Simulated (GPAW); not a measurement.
Crystal: Ga.

```
CELL_PARAMETERS angstrom
4.44947 0.00000 0.00000
-2.22474 3.85336 0.00000
0.00000 0.00000 2.76520
ATOMIC_POSITIONS crystal
Ga 0.33333 0.66667 0.50000
Ga 0.66666 0.33334 0.50000
```

The cell was built by a generator and needn't be a form met in nature.

Base run:

| Quantity | Value |
| --- | --- |
| Program | GPAW 26.7.0 |
| Functional | LDA |
| Potentials or basis | PAW data sets generated in the run's folder for this functional |
| Cutoff | 600 eV |
| Basis | pw |
| k mesh | 7 × 7 × 10 |
| Occupations | fermi-dirac, width 0.05 eV |
| Spin | no spin polarisation |

Its results: band gap on the k mesh none (metal or under the smearing width); pressure -3.6 GPa.

**Question.** The run is repeated on the same cell with these changes: potentials or basis from PAW data sets generated in the run's folder for this functional to JTH PAW 2.0, LDA; valence electrons from 6 to 26. What comes out?

**Answer.** Band gap on the k mesh none (metal or under the smearing width); pressure -4.2 GPa.

Caveats: the program truncates these outside data sets (some runs).

Not every run made on this cell is shown here.
